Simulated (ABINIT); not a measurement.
# CoO (I4/mmm) in ABINIT: optical spectrum with PBE

Aim: the optical spectrum of CoO with PBE.

All numbers are computed with ABINIT 10.8.3 (patched build); they aren't measurements. Logs are shortened: lines on timing, memory, paths and dates and some standing lists are left out, and cuts for length are marked. The log counts tension as positive stress, the text compression.

**1. Starting point**

The structure is tetragonal, space group I4/mmm (No. 139). The conventional cell has a = 3.016 Å, b = 3.016 Å, c = 4.214 Å, α = 90.00°, β = 90.00°, γ = 90.00°. Co (site symmetry 4/mmm) is surrounded by 6 O at 2.11 to 2.13 Å. O (site symmetry 4/mmm) is surrounded by 6 Co at 2.11 to 2.13 Å.

**2. Optical spectrum, PBE, collinear spin, ferromagnetic start**

run.abi

```
# Datasets
ndtset 3

# Pseudopotentials
pp_dirpath "./"
pseudos "Co.upf, O.upf"

# Structure
acell 2.9981027643 2.9981027643 2.9981027643 Angstrom
rprim
    -0.5029847602     0.5029847602     0.7028603432
     0.5029847602    -0.5029847602     0.7028603432
     0.5029847602     0.5029847602    -0.7028603432
ntypat 2
znucl 27 8
natom 2
typat 1 2
xred
            0.0            0.0            0.0
            1/2            1/2            0.0

# Plane-wave basis
ecut 46.0

# k points
ngkpt 12 12 12
nshiftk 1
shiftk 0.0 0.0 0.0
istwfk *1

# Exchange and correlation
ixc 11

# Bands and occupations
occopt 3
tsmear 0.05 eV

# Spin
nsppol 2
spinat
     0.0000000000     0.0000000000     2.0000000000
     0.0000000000     0.0000000000     0.0000000000

# SCF cycle
nstep 80

# Output
iomode 3
prteig 0
prtebands 0

# Dataset 1: ground state
nband1 16
tolvrs1 1.0e-12
prtden1 1
prtwf1 0
kptopt1 1

# Dataset 2: empty bands at fixed density
iscf2 -3
getden2 1
nband2 28
nbdbuf2 4
tolwfr2 1.0e-12
nstep2 120
prtden2 0
kptopt2 1

# Dataset 3: wave functions and velocity matrix elements in the full zone
optdriver3 8
wfk_task3 "wfk_optics_fullbz"
getwfk3 2
nband3 24
kptopt3 1
prtevk3 1
inclvkb3 2
```

optic.abi

```
&FILES
 ddkfile_1 = 'runo_DS3_1_EVK.nc',
 ddkfile_2 = 'runo_DS3_2_EVK.nc',
 ddkfile_3 = 'runo_DS3_3_EVK.nc',
 wfkfile = 'runo_DS3_WFK.nc'
/
&PARAMETERS
 broadening = 0.003675,
 domega = 0.002,
 maxomega = 0.8,
 scissor = 0.000000,
 tolerance = 0.002
/
&COMPUTATIONS
 num_lin_comp = 2,
 lin_comp = 11,33,
 num_nonlin_comp = 0
/
```

Potentials or basis: PseudoDojo NC SR PBE v0.4.1 standard.

Run with:

```bash
mpirun --bind-to none -np 4 abinit run.abi > log 2>&1
optic optic.abi > optic.log 2>&1
```

run.abo:

```text
.Version 10.8.3 of ABINIT
 DATASET    1 : space group I4/m m m (#139); Bravais tI (body-center tetrag.)
================================================================================
 Values of the parameters that define the memory need for DATASET  1.
     intxc =       0    ionmov =       0      iscf =       7    lmnmax =       6
     lnmax =       6     mgfft =      36  mpssoang =       3    mqgrid =    3001
     natom =       2  nloc_mem =       1    nspden =       2   nspinor =       1
    nsppol =       2      nsym =      16    n1xccc =    2501    ntypat =       2
    occopt =       3   xclevel =       2
       mpw =        1952          nfft =       46656          nkpt =         163
================================================================================
================================================================================
[... 13 lines left out ...]
 DATASET    3 : space group I4/m m m (#139); Bravais tI (body-center tetrag.)
================================================================================
 Values of the parameters that define the memory need for DATASET  3.
     intxc =       0    ionmov =       0      iscf =       7    lmnmax =       6
     lnmax =       6     mgfft =      36  mpssoang =       3    mqgrid =    3001
     natom =       2  nloc_mem =       1    nspden =       2   nspinor =       1
    nsppol =       2      nsym =      16    n1xccc =    2501    ntypat =       2
    occopt =       3   xclevel =       2
       mpw =        1952          nfft =       46656          nkpt =         163
================================================================================
================================================================================

--------------------------------------------------------------------------------
------------- Echo of variables that govern the present computation ------------
--------------------------------------------------------------------------------
 -outvars: echo values of preprocessed input variables --------
            acell      5.6655931219E+00  5.6655931219E+00  5.6655931219E+00 Bohr
              amu      5.89332000E+01  1.59994000E+01
             ecut      4.60000000E+01 Hartree
           getden1          0
           getden2          1
           getden3          0
           getwfk1          0
           getwfk2          0
           getwfk3          2
             iscf1          7
             iscf2         -3
             iscf3          7
                       outvar_i_n : Printing only first  50 k-points.
              ixc          11
           jdtset        1    2    3
                       outvar_i_n : Printing only first  50 k-points.
         kptrlatt       12    0    0      0   12    0      0    0   12
          kptrlen      6.79871175E+01
            natom           2
            nband1         16
            nband2         28
            nband3         24
           nbdbuf1          0
           nbdbuf2          4
           nbdbuf3          0
           ndtset           3
            ngfft          36      36      36
             nkpt         163
           nspden           2
           nsppol           2
            nstep1         80
            nstep2        120
            nstep3         80
             nsym          16
           ntypat           2
                       prtocc : prtvol=0, do not print more k-points.
                       1.000000  1.000000  1.000000  1.000000  1.000000  1.000000
                       1.000000  1.000000  1.000000  1.000000  1.000000  1.000000
                       0.000000  0.000000  0.000000  0.000000
                       1.000000  1.000000  1.000000  1.000000  1.000000  1.000000
                       1.000000  1.000000  1.000000  1.000000  1.000000  1.000000
                       0.000000  0.000000  0.000000  0.000000
                       1.000000  1.000000  1.000000  1.000000  1.000000  1.000000
                       1.000000  1.000000  1.000000  1.000000  1.000000  1.000000
                       0.000000  0.000000  0.000000  0.000000
                       1.000000  1.000000  1.000000  1.000000  1.000000  1.000000
                       1.000000  1.000000  1.000000  1.000000  1.000000  1.000000
                       0.000000  0.000000  0.000000  0.000000
                       1.000000  1.000000  1.000000  1.000000  1.000000  1.000000
                       1.000000  1.000000  1.000000  1.000000  1.000000  1.000000
                       0.000000  0.000000  0.000000  0.000000
                       1.000000  1.000000  1.000000  1.000000  1.000000  1.000000
[... 586 lines left out ...]
                       0.000000  0.000000  0.000000  0.000000  0.000000  0.000000
                       0.000000  0.000000  0.000000  0.000000  0.000000  0.000000
                       prtocc : prtvol=0, do not print more k-points.
           occopt           3
        optdriver1          0
        optdriver2          0
        optdriver3          8
           prtden1          1
           prtden2          0
           prtden3          1
        prtebands           0
           prteig           0
           prtevk1          0
           prtevk2          0
           prtevk3          1
            prtwf1          0
            prtwf2          1
            prtwf3          1
            rprim     -5.0298476020E-01  5.0298476020E-01  7.0286034320E-01
[... 289 lines left out ...]
comment   : Summary of ground state results
lattice_vectors:
- [ -2.8497070,   2.8497070,   3.9821207, ]
- [  2.8497070,  -2.8497070,   3.9821207, ]
- [  2.8497070,   2.8497070,  -3.9821207, ]
lattice_lengths: [   5.66559,    5.66559,    5.66559, ]
lattice_angles: [119.605, 119.605,  90.686, ] # degrees, (23, 13, 12)
lattice_volume:   1.2935250E+02
convergence: {deltae:  0.000E+00, res2:  0.000E+00, residm:  9.991E-13, diffor:  0.000E+00, }
etotal    :  -1.69533522E+02
entropy   :   0.00000000E+00
fermie    :   3.34156361E-01
cartesian_stress_tensor: null
pressure_GPa: null
xred      :
- [  0.0000E+00,   0.0000E+00,   0.0000E+00, Co]
- [  5.0000E-01,   5.0000E-01,   2.2301E-17,  O]
cartesian_forces: null
force_length_stats: {min: null, max: null, mean: null, }
...

 Integrated electronic and magnetization densities in atomic spheres:
 ------------------------------------------------------------------------------------------------------------
 Radius=ratsph(iatom), smearing ratsm=  0.0000. Diff(up-dn)=approximate z local magnetic moment.
    Atom    Radius    up_density   dn_density  Total(up+dn)  Diff(up-dn)
    1 Co   2.00000     8.807985     6.220065     15.028051     2.587920
    2  O   2.00000     3.287576     2.930606      6.218182     0.356970
 ------------------------------------------------------------------------------------------------------------
  Sum:                12.095561     9.150671     21.246233     2.944890
 Total magnetization (from the atomic spheres):                2.944890
 Total magnetization (exact up - dn):                          2.982821

================================================================================

 ----iterations are completed or convergence reached----

 Mean square residual over all n,k,spin=   38.694E-14; max=  99.911E-14
 reduced coordinates (array xred) for    2 atoms
       0.000000000000      0.000000000000      0.000000000000
       0.500000000000      0.500000000000      0.000000000000

 cartesian coordinates (angstrom) at end:
    1      0.00000000000000     0.00000000000000     0.00000000000000
    2      0.00000000000000     0.00000000000000     2.10724753786477
 length scales=  5.665593121854  5.665593121854  5.665593121854 bohr
              =  2.998102764300  2.998102764300  2.998102764300 angstroms
 Eigenvalues (hartree) for nkpt= 163  k points, SPIN UP:
 kpt#   1, nband= 28, wtk=  0.00058, kpt=  0.0000  0.0000  0.0000 (reduced coord)
  -3.22316   -1.87807   -1.87521   -1.87521   -0.41194    0.20674    0.20685    0.21381
   0.21389    0.21389    0.21522    0.21522    0.21861    0.37049    0.95128    0.99739
   0.99739    0.99922    1.12116    1.12116    1.13726    1.23652    1.25324    1.58321
   1.58321    1.60273    1.64103    2.19319
      occupation numbers for kpt#   1
   1.00000    1.00000    1.00000    1.00000    1.00000    1.00000    1.00000    1.00000
   1.00000    1.00000    1.00000    1.00000    1.00000    0.00000    0.00000    0.00000
   0.00000    0.00000    0.00000    0.00000    0.00000    0.00000    0.00000    0.00000
   0.00000    0.00000    0.00000    0.00000
 prteigrs : prtvol=0 or 1, do not print more k-points.

 Eigenvalues (hartree) for nkpt= 163  k points, SPIN DOWN:
 kpt#   1, nband= 28, wtk=  0.00058, kpt=  0.0000  0.0000  0.0000 (reduced coord)
  -3.12595   -1.77374   -1.77269   -1.77269   -0.39207    0.23643    0.23847    0.23847
   0.29299    0.29299    0.29432    0.33482    0.33588    0.38927    0.94640    1.01627
   1.01627    1.01675    1.15253    1.15253    1.16920    1.26735    1.28339    1.59770
   1.59770    1.61657    1.66627    2.21403
      occupation numbers for kpt#   1
   1.00000    1.00000    1.00000    1.00000    1.00000    1.00000    1.00000    1.00000
   1.00000    1.00000    1.00000    0.41096    0.28157   -0.00000    0.00000    0.00000
   0.00000    0.00000    0.00000    0.00000    0.00000    0.00000    0.00000    0.00000
   0.00000    0.00000    0.00000    0.00000
 prteigrs : prtvol=0 or 1, do not print more k-points.

--- !EnergyTerms
iteration_state     : {dtset: 2, }
comment             : Components of total free energy in Hartree
kinetic             :  7.93269113088030E+01
hartree             :  4.54609459949680E+01
xc                  : -3.22406202562946E+01
Ewald energy        : -1.06646217895261E+02
psp_core            :  4.43483733546929E+00
local_psp           : -1.38147237417185E+02
non_local_psp       : -2.17209896319451E+01
internal            : -1.69532370561446E+02
'-kT*entropy'       : -1.15099066101901E-03
total_energy        : -1.69533521552107E+02
...

--- !EnergyTermsDC
iteration_state     : {dtset: 2, }
comment             : '"Double-counting" decomposition of free energy'
band_energy         : -1.53450338209819E+01
Ewald energy        : -1.06646217895261E+02
psp_core            :  4.43483733546929E+00
xc_dc               : -5.19759562230743E+01
internal            : -1.69532370603848E+02
'-kT*entropy'       : -1.15099066101901E-03
total_energy_dc     : -1.69533521594509E+02
...

================================================================================
== DATASET  3 ==================================================================

--- !DatasetInfo
iteration_state: {dtset: 3, }
dimensions: {natom: 2, nkpt: 163, mband: 24, nsppol: 2, nspinor: 1, nspden: 2, mpw: 1952, }
cutoff_energies: {ecut:  46.0, pawecutdg:  -1.0, }
electrons: {nelect:   2.30000000E+01, charge:   0.00000000E+00, occopt:   3.00000000E+00, tsmear:   1.83746611E-03, }
meta: {optdriver: 8, wfk_task: 7, }
...

 mkfilename : getwfk/=0, take file _WFK from output of DATASET   2.

 Exchange-correlation functional for the present dataset will be:
  GGA: Perdew-Burke-Ernzerhof functional - ixc=11
  J.P.Perdew, K.Burke, M.Ernzerhof, PRL 77, 3865 (1996)

--------------------------------------------------------------------------------

 Computation of velocity matrix elements (DDK)

 Parameters extracted from the Abinit header:
    ecut:     46.0
    nkpt:    1728
    mband:   28
    nsppol:  2
    nspinor: 1
    useylm:  0
    inclvkb: 2
    bmin: 1, bmax: 28
    Computing diagonal and off-diagonal matrix elements
    Between band index bmin: 1, bmax: 28

== END DATASET(S) ==============================================================
================================================================================

 -outvars: echo values of variables after computation  --------
            acell      5.6655931219E+00  5.6655931219E+00  5.6655931219E+00 Bohr
           etotal1    -1.6953352159E+02
           etotal2    -1.6953352159E+02
           etotal3     0.0000000000E+00
            fcart1     1.1072870380E-30  1.1072870380E-30  1.5848056038E-30
                      -1.1072870380E-30 -1.1072870380E-30 -1.5848056038E-30
            fcart3     0.0000000000E+00  0.0000000000E+00  0.0000000000E+00
                       0.0000000000E+00  0.0000000000E+00  0.0000000000E+00
            rprim     -5.0298476020E-01  5.0298476020E-01  7.0286034320E-01
                       5.0298476020E-01 -5.0298476020E-01  7.0286034320E-01
                       5.0298476020E-01  5.0298476020E-01 -7.0286034320E-01
           strten1     1.4998816319E-05  1.4998816319E-05 -7.6106776114E-06
                       0.0000000000E+00  0.0000000000E+00  0.0000000000E+00
           strten3     0.0000000000E+00  0.0000000000E+00  0.0000000000E+00
                       0.0000000000E+00  0.0000000000E+00  0.0000000000E+00
           xangst      0.0000000000E+00  0.0000000000E+00  0.0000000000E+00
                       3.3629806150E-17  3.3629806150E-17  2.1072475379E+00
             xred      0.0000000000E+00  0.0000000000E+00  0.0000000000E+00
                       5.0000000000E-01  5.0000000000E-01  2.2300932461E-17
 Calculation completed.
```

Wall time 4.7 min (4 MPI ranks of Arm Neoverse V1, shared host); peak memory 5.2 GiB.

What came out:

```
Free energy            : -4613.2421 eV
Pressure               : -0.2 GPa
Band gap on the k mesh : none (metal or under the smearing width)
Net moment             : 2.98 μB per cell
Site moments           : Co +2.59; O +0.36 μB
```

Stress tensor (GPa, compression positive):
```
-0.44  0.00  0.00
 0.00 -0.44  0.00
 0.00  0.00  0.22
```

Dielectric function (mean over the directions given):
```csv
energy (eV),real part,imaginary part
0.33,6.42,35.38
0.98,0.12,8.02
1.63,3.11,3.27
2.29,3.88,1.73
2.94,5.46,1.53
3.70,6.98,1.76
4.35,6.59,5.57
5.01,4.35,5.94
5.66,2.78,5.92
6.31,2.04,4.81
7.08,0.49,3.02
7.73,0.83,2.87
8.38,1.55,2.15
9.03,2.07,2.06
9.69,2.10,1.70
10.45,2.14,2.73
11.10,2.51,3.30
11.76,1.85,3.29
12.41,0.83,3.48
13.06,0.99,2.82
13.82,0.91,2.39
14.48,1.44,2.68
15.13,0.64,3.11
15.78,0.51,2.50
16.44,-0.42,3.38
17.20,-0.71,2.09
17.85,-0.56,1.47
18.50,-0.32,1.24
19.16,-0.04,1.08
19.92,0.09,1.31
```

Caveat: the intraband (Drude) term is left out; spectra need much finer meshes, so this one isn't converged; independent-particle spectra lack excitons; a cell with one magnetic atom can't hold antiferromagnetic order, which such compounds often take; semilocal functionals often make such compounds metallic where correlation or magnetic order opens a gap, which also shifts bond lengths. With open d or f shells a metallic result of PBE can be an artefact of self-interaction; +U or a hybrid may open a gap.
